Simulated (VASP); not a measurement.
# Which phase of SiO2 is lowest?

Wanted: relative energies and volumes of the phases of SiO2 at several levels. Phases are named by their space groups; of mirror-image pairs one is listed. The structure below is that of the P6_222 phase.

Calculated with VASP 6.6.1; LDA; plane waves and PAW (Si, O), in the first sound run; inputs show where later runs differ.

This is a report of a sequence of runs, with most program output left out.

The database entry behind the starting cell lists a temperature of 869 K, so it need not match the best structure at ambient conditions.

## Step 1: The starting structure

Symmetry: P6_222, No. 180, hexagonal system. The conventional cell has a = 4.997 Å, b = 4.997 Å, c = 5.457 Å, α = 90.00°, β = 90.00°, γ = 120.00°. Si has 4 O at 1.59 Å nearest. Nearest to O lie 2 Si at 1.59 Å. Farther neighbours and most contacts between anions are not listed.

## Step 2: Relax the crystal, LDA

One member in full, the P6_222 phase: cell and atoms relax with the symmetry of the start.

This step took 2 runs in a row; the last is shown.

Level: LDA; plane waves and PAW (Si, O).

INCAR reads:

```
SYSTEM = SiO2
PREC = Accurate
ENCUT = 520
EDIFF = 1E-06
NELM = 120
ISMEAR = 0
SIGMA = 0.02
LREAL = .FALSE.
ALGO = Normal
GGA = CA
NBANDS = 33
LORBIT = 11
LWAVE = .FALSE.
LCHARG = .FALSE.
KPAR = 4
IBRION = 2
NSW = 60
ISIF = 3
EDIFFG = -0.01
POTIM = 0.4
```

POSCAR reads:

```
SiO2
1.0
    5.0436898939      0.0000000001      0.0000000000
   -2.5218449418      4.3679635803      0.0000000000
    0.0000000000      0.0000000000      5.5329525599
Si O
3 6
Direct
    0.5000000000      0.0000000000      0.0000000000
    0.5000000000      0.5000000000      0.3333333330
    0.0000000000      0.5000000000      0.6666666670
    0.4160991818      0.2080495909      0.1666666670
    0.2080495909      0.4160991818      0.5000000000
    0.7919504091      0.2080495909      0.8333333330
    0.5839008182      0.7919504091      0.1666666670
    0.7919504091      0.5839008182      0.5000000000
    0.2080495909      0.7919504091      0.8333333330
```

KPOINTS reads:

```
Automatic mesh
0
Gamma
6 6 5
0 0 0
```

The projector-augmented-wave data sets are Si and O (LDA family, release 64).

Command:

```console
$ mpirun -np 4 vasp_std
```

Elapsed: 10 s, on 4 MPI ranks of Intel Xeon 6975P-C (Granite Rapids), shared host; peak memory 0.88 GiB.

Numbers from this step:

- energy(sigma→0) of the program: -77.8115 eV
- stress, compression positive: xx, yy, zz 0.07, 0.07, 0.07 GPa
- volume: 121.895 Å³
- ionic steps: 1

## Step 3: Energy at another level, r2SCAN

The relaxed cell is held, and its energy is taken at another level.

Level: r2SCAN; plane waves and PAW (Si, O).

INCAR reads:

```
SYSTEM = SiO2
PREC = Accurate
ENCUT = 520
EDIFF = 1E-06
NELM = 100
ISMEAR = 0
SIGMA = 0.02
LREAL = .FALSE.
ALGO = Normal
METAGGA = R2SCAN
LASPH = .TRUE.
NBANDS = 33
LORBIT = 11
LWAVE = .FALSE.
LCHARG = .FALSE.
KPAR = 4
```

POSCAR is that of step 2.

KPOINTS is that of step 2.

Command:

```console
$ mpirun -np 4 vasp_std
```

The job ended after 39 s (4 MPI ranks; peak memory 1.1 GiB; 2.5 min of CPU time).

Numbers from this step:

* energy(sigma→0) of the program: -263.4761 eV
* stress, compression positive: xx, yy, zz 0.33, 0.33, 0.30 GPa

The run ends at a pressure of 0.32 GPa, with forces up to 0.024 eV/Å.

## Step 4: Energy at another level, r2SCAN+rVV10

Level: r2SCAN with rVV10; plane waves and PAW (Si, O).

INCAR: that of step 3 with these lines changed.

```diff
@@ -10,2 +10,6 @@
 METAGGA = R2SCAN
+LUSE_VDW = .TRUE.
+IVDW_NL = 2
+BPARAM = 11.95
+CPARAM = 0.0093
 LASPH = .TRUE.
```

POSCAR is that of step 3.

KPOINTS is that of step 3.

Command:

```console
$ mpirun -np 4 vasp_std
```

Wall time 88 s (4 MPI ranks); peak memory 2.1 GiB.

Numbers from this step:

* energy(sigma→0) of the program: -261.9259 eV
* stress, compression positive: xx, yy, zz -0.23, -0.23, -0.28 GPa

The run ends at a pressure of -0.25 GPa, with forces up to 3.6e-4 eV/Å.

## Step 5: Dielectric response, LDA

Linear response on the relaxed cell.

Level: LDA; plane waves and PAW (Si, O).

INCAR reads:

```
SYSTEM = SiO2
PREC = Accurate
ENCUT = 520
EDIFF = 1E-08
NELM = 120
ISMEAR = 0
SIGMA = 0.02
LREAL = .FALSE.
ALGO = Normal
GGA = CA
NBANDS = 33
LWAVE = .FALSE.
LCHARG = .FALSE.
KPAR = 4
LEPSILON = .TRUE.
IBRION = 8
NSW = 1
```

POSCAR is that of step 4.

KPOINTS reads:

```
Automatic mesh
0
Gamma
5 5 4
0 0 0
```

Command:

```console
$ mpirun -np 4 vasp_std
```

It took 6 min on 4 MPI ranks; peak memory 2.2 GiB.

Read from the output:

| Property | Result |
| --- | --- |
| ε∞, diagonal | 2.36, 2.36, 2.39 |

## Step 6: The table

LASPH is off in runs at LDA and on in runs at HSE06 and r2SCAN.

Notes on database entries: that of P6_222 SiO2 lists a temperature of 869 K.

Hybrid runs start from orbitals of a short LDA run, not shown.

Runs beyond LDA use the data sets made with LDA; this shifts their levels slightly, and their total energies have another zero.

The other members went through these steps as far as the tables show, with one cutoff; 50 runs are not shown, of which 3 ended short or failed. The session took 6.1 core hours (wall time by ranks) on a shared machine.

Energies from the P4_2/mnm phase; other levels are single points on the cells relaxed at LDA; gaps on the mesh.

```
   phase  atoms  space group at the start  space group relaxed  volume (Å³/f.u.)  energy, LDA (meV/f.u.)  energy, r2SCAN (meV/f.u.)  energy, r2SCAN+rVV10 (meV/f.u.)
P4_2/mnm      6                       136                  136              23.0                     0.0                        0.0                              0.0
  P3_121      9                       152                  152              36.8                    15.7                     -444.4                           -292.0
  P6_222      9                       180                  180              40.6                    48.1                     -426.3                           -245.3
P4_12_12     12                        92                   92              43.2                    48.3                     -431.8                           -236.5
    Pbcn     12                        60                   60              22.6                   149.6                      175.2                            167.6
```

```
   phase  gap, LDA (eV)  gap, r2SCAN (eV)  gap, r2SCAN+rVV10 (eV)  gap, HSE06 (eV)  ε∞ (mean)  static ε (mean)  lowest optical mode (cm⁻¹)
P4_2/mnm           5.75              6.71                    6.69             7.87       3.42            10.14                      219.46
  P3_121           5.80              6.71                    6.61             7.91       2.52             4.71                      129.13
  P6_222           5.47              6.33                    6.20                        2.37                                       -75.31
P4_12_12           5.50              6.36                    6.23             7.55       2.28             4.04                       31.92
    Pbcn           6.04              6.98                    6.96                        3.48            10.46                      353.12
```

A blank entry does not apply, was not run or did not finish.

## Step 7: Summary of results

```yaml
lowest_at_lda: P4_2/mnm, 15.7 meV/f.u. under P3_121
lowest_at_r2scan: P3_121, 12.6 meV/f.u. under P4_12_12
lowest_at_r2scan_rvv10: P3_121, 46.7 meV/f.u. under P6_222
```

In words: The levels disagree on the lowest phase: P3_121 and P4_2/mnm. P6_222 has an imaginary mode at the zone centre, so no static dielectric constant is given there. Meshes were set by a spacing in reciprocal space, rounded up for each cell and run, and were not tested; margins of about 10 meV per atom that involve metallic or gapless phases need denser ones. Dielectric columns are linear response at the first level, on meshes of their own. Gaps are read on meshes, which differ between HSE06 and the other levels; a mesh can miss an edge by tenths of an eV or hide bands that touch, as in a semimetal. Only the first level is at its own zero pressure; the others are single points under whatever pressure they find in these cells, which can shift small differences. Vibrations, surfaces and strain are left out.

[Lines on the potential files, build, host, timing and source positions are cut from VASP's logs without a mark.]

[Logs are printed without paths, hosts, clocks, repeated set-up lines and the standing remarks that a program may print on its own settings, such as how far it seeks lower states.]

[Hosts, paths, dates, database ids (printed as entryN), source tags and the programs' standing remarks are cut or masked in the printed files.]
